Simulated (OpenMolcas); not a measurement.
# C2H2Cl2 (cis-1,2-Dichloroethene) at 6 levels

We compute a comparison of 6 runs (HF/3-21G, HF/6-311+G**, BHLYP/6-311+G**, BLYP/6-311+G**, MP2/6-311+G**, CCSD(T)/6-311+G**) of C2H2Cl2 (cis-1,2-Dichloroethene). 

The calculation is run with OpenMolcas 26.06.

### 1 The molecule

The species is C2H2Cl2 (6 atoms), meant as a singlet with charge 0. SMILES: `Cl/C=C\Cl`. The shape is that of a PBE0-D4/def2-TZVP optimisation.

Bond lengths: Cl1–C2 1.705 Å, C2–C3 1.324 Å, C3–Cl4 1.705 Å, C2–H5 1.082 Å, C3–H6 1.082 Å. Angles: Cl1–C2–C3 124.9°, C2–C3–Cl4 124.9°, Cl1–C2–H5 114.8°, C3–C2–H5 120.4°, C2–C3–H6 120.4°, Cl4–C3–H6 114.8°.

### 2 Energy and gradient at HF/3-21G (run 1)

job.input

```
* C2H2Cl2 Hartree-Fock
&GATEWAY
BasLib=$CurrDir
Coord
6
angstrom
Cl       0.715370      -1.874620      -0.448160
C        0.641760      -0.223420      -0.028920
C       -0.475600       0.475660       0.100770
Cl      -2.046720      -0.146510      -0.127570
H        1.602850       0.246110       0.133560
H       -0.437660       1.522780       0.370320
Basis=3-21G
Group=NoSym
&SEWARD
&SCF
Thresholds=1e-10 1e-07 1e-07 1e-05
PrOrbitals=1
&ALASKA
```

The basis set 3-21G is read from a file made from the Basis Set Exchange's data (not shown).

Launch:

```
$ export MOLCAS_MEM=1860
$ pymolcas job.input > job.log
```

The log of the run:

```text
--- Start Module: gateway ---
[...]
--- Stop Module: gateway /rc=_RC_ALL_IS_WELL_ ---
[...]
      Basis functions           48
[...]
--- Start Module: scf ---
[...]
       Convergence after  13 Iterations
[...]
::    Total SCF energy                               -991.0107966250
[...]
      Total spin, S                                     0.0000000000
[...]
      Total electronic charge=   48.000000
      Total            charge=   -0.000000
[...]
      Dipole Moment (debye):
      Origin of the operator (angstrom)=   -0.4522   -0.6864   -0.1955
                   X=  1.4329E+00               Y=  2.1753E+00               Z=  6.1966E-01           Total=  2.6776E+00
      Quadrupole Moment (debye*angstrom):
[...]
--- Stop Module: scf /rc=_RC_ALL_IS_WELL_ ---
--- Start Module: alaska ---
[...]
 *              Molecular gradients               *
 **************************************************
  Irreducible representation: a
 ------------------------------------------------------------------------------------------
                              X                       Y                       Z
 ------------------------------------------------------------------------------------------
  CL1              -2.33047949456555E-03    4.53492642774176E-02    1.15004041721734E-02
  C2                1.46021756906682E-02   -6.40572581809753E-02   -1.57525074533028E-02
  C3               -6.58387547788318E-02   -1.37311309462085E-02   -6.40616703398256E-03
  CL4               4.32768170621429E-02    1.68138108017504E-02    6.20712907811438E-03
  H5                1.02352907635712E-02    4.62667372858072E-03    1.63780901566335E-03
  H6                5.49507570063029E-05    1.09986403194231E-02    2.81333222132663E-03
 ------------------------------------------------------------------------------------------
--- Stop Module: alaska /rc=_RC_ALL_IS_WELL_ ---
[...]
```

Wall time 2.2 s (1 thread of Arm Neoverse V2, shared host); peak memory 0.38 GiB.

### 3 Energy and forces at HF/6-311+G(d,p) (run 2)

test.input

```
* C2H2Cl2 Hartree-Fock
>>> EXPORT MOLCAS_PRINT=2

&GATEWAY
  BasLib=$CurrDir
  Coord
  6
  bohr
  Cl     1.35185338    -3.54251839    -0.84689966
  C      1.21275064    -0.42220261    -0.05465088
  C     -0.89875374     0.89886713     0.19042770
  Cl    -3.86774025    -0.27686377    -0.24107236
  H      3.02894752     0.46508050     0.25239182
  H     -0.82705754     2.87763715     0.69980338
  Basis=6-311pGss
  Group=NoSym

&SEWARD

&SCF
  Thresholds=1e-10 1e-07 1e-07 1e-05
  PrOrbitals=0

&ALASKA
```

The basis set 6-311+G** is read from a file made from the Basis Set Exchange's data (not shown).

Launch:

```
$ export MOLCAS_MEM=1860
$ pymolcas test.input > test.log
```

The log of the run:

```text
--- Start Module: gateway ---
[...]
--- Stop Module: gateway /rc=_RC_ALL_IS_WELL_ ---
[...]
      Basis functions          116
[...]
--- Start Module: scf ---
[...]
       Convergence after  13 Iterations
[...]
::    Total SCF energy                               -995.9009392799
[...]
      Total spin, S                                     0.0000000000
[...]
      Total electronic charge=   48.000000
      Total            charge=   -0.000000
[...]
      Dipole Moment (debye):
      Origin of the operator (angstrom)=   -0.4522   -0.6864   -0.1955
                   X=  1.1756E+00               Y=  1.7846E+00               Z=  5.0837E-01           Total=  2.1967E+00
      Quadrupole Moment (debye*angstrom):
[...]
--- Stop Module: scf /rc=_RC_ALL_IS_WELL_ ---
[...]
--- Start Module: alaska ---
[...]
 *              Molecular gradients               *
 **************************************************
  Irreducible representation: a
 ------------------------------------------------------------------------------------------
                              X                       Y                       Z
 ------------------------------------------------------------------------------------------
  CL1              -2.01880964318768E-03    9.69998610542078E-03    2.39269855975000E-03
  C2                6.66209749300961E-03   -2.00877256151886E-02   -4.85074970154886E-03
  C3               -2.15121850545679E-02   -2.46204187250498E-03   -1.57288491057717E-03
  CL4               9.88848394601050E-03    2.24915656824543E-03    1.01114970431349E-03
  H5                6.82088769369393E-03    3.21525855786353E-03    1.12588030344307E-03
  H6                1.59525564986746E-04    7.38536625617936E-03    1.89390604460149E-03
 ------------------------------------------------------------------------------------------
--- Stop Module: alaska /rc=_RC_ALL_IS_WELL_ ---
[...]
```

Run time: 17 s. Hardware: 1 thread of Arm Neoverse V2, shared host; peak memory 0.71 GiB.

Runs 3 to 5 aren't shown in full; the table further down has their settings and results.

### 4 A single-point energy at CCSD(T)/6-311+G(d,p) (Cholesky decomposition) (run 6)

calc.input

```
&GATEWAY
BASLIB=$CurrDir
COORD
6
angstrom
Cl       0.715370      -1.874620      -0.448160
C        0.641760      -0.223420      -0.028920
C       -0.475600       0.475660       0.100770
Cl      -2.046720      -0.146510      -0.127570
H        1.602850       0.246110       0.133560
H       -0.437660       1.522780       0.370320
BASIS=6-311pGss
GROUP=NoSym
&SEWARD
HIGH
&SCF
THRESHOLDS=1e-10 1e-07 1e-07 1e-05
PRORBITALS=0
&CHCC
FROZEN=12
THRESHOLD=1e-08
MAXITERATIONS=80
&CHT3
FROZEN=12
```

The basis set 6-311+G** is read from a file made from the Basis Set Exchange's data (not shown).

Launch:

```
$ export MOLCAS_MEM=1860
$ pymolcas calc.input > calc.log
```

The log of the run:

```text
--- Start Module: gateway ---
[...]
--- Stop Module: gateway /rc=_RC_ALL_IS_WELL_ ---
[...]
      Basis functions          116
[...]
       Convergence after  13 Iterations
[...]
::    Total SCF energy                               -995.9009392398
[...]
      Total spin, S                                     0.0000000000
[...]
      Total electronic charge=   48.000000
      Total            charge=   -0.000000
[...]
      Dipole Moment (debye):
      Origin of the operator (angstrom)=   -0.4522   -0.6864   -0.1955
                   X=  1.1756E+00               Y=  1.7846E+00               Z=  5.0837E-01           Total=  2.1967E+00
      Quadrupole Moment (debye*angstrom):
[...]
--- Start Module: chcc ---
[...]
--- Stop Module: chcc /rc=_RC_ALL_IS_WELL_ ---
[...]
--- Start Module: cht3 ---
[...]
--- Stop Module: cht3 /rc=_RC_ALL_IS_WELL_ ---
[...]
```

It took 7.1 min on 1 thread of Arm Neoverse V2, shared host; peak memory 0.23 GiB.

### 5 Overview of the runs

```
run                                       level  integration grid      task  energy (Eh)  dipole moment (D) of the reference  HOMO energy (eV)  LUMO energy (eV)  wall time
  1                                    HF/3-21G                 –  gradient  -991.010797                                2.68            -10.20              3.74      2.2 s
  2                                HF/6-311+G**                 –  gradient  -995.900939                                2.20            -10.03              1.79       17 s
  3                             BHLYP/6-311+G**         UltraFine  gradient  -997.774248                                2.01             -8.48              0.53       37 s
  4                              BLYP/6-311+G**         UltraFine  gradient  -997.791898                                1.73             -6.12             -1.34       44 s
  5                               MP2/6-311+G**                 –    energy  -996.459005                                2.20            -10.03              1.79       14 s
  6  CCSD(T)/6-311+G** (Cholesky decomposition)                 –    energy  -996.518220                                2.20            -10.03              1.79    7.1 min
```

### 6 What came out

| quantity | value |
| --- | --- |
| run 6: total energy | -996.51822 Eh |
| run 6: dipole moment (mean-field density) | 2.20 D |
| run 6: HOMO energy (Hartree–Fock orbitals) | -10.03 eV |
| run 6: LUMO energy (Hartree–Fock orbitals) | 1.79 eV |
| run 6: HOMO–LUMO gap (Hartree–Fock orbitals) | 11.82 eV |
| run 6: correlation energy (12 core orbitals frozen) | -617.3 mEh |
| run 6: (T) correction | -21.87 mEh |

Below the HF energy at the same shape and in the same basis (6-311+G**): MP2 -558.1 mEh; CCSD(T) -617.3 mEh. Over runs 1, 2, 3, 4 the dipole moment (its size) runs from 1.73 D (BLYP/6-311+G**) to 2.68 D (HF/3-21G). The two ends differ in method and basis. Over runs 1, 2, 3, 4 the HOMO–LUMO gap runs from 4.79 eV (BLYP/6-311+G**) to 13.94 eV (HF/3-21G). Totals of different functionals can't be ranked against each other. All runs together took 9 min, the longest 7.1 min.
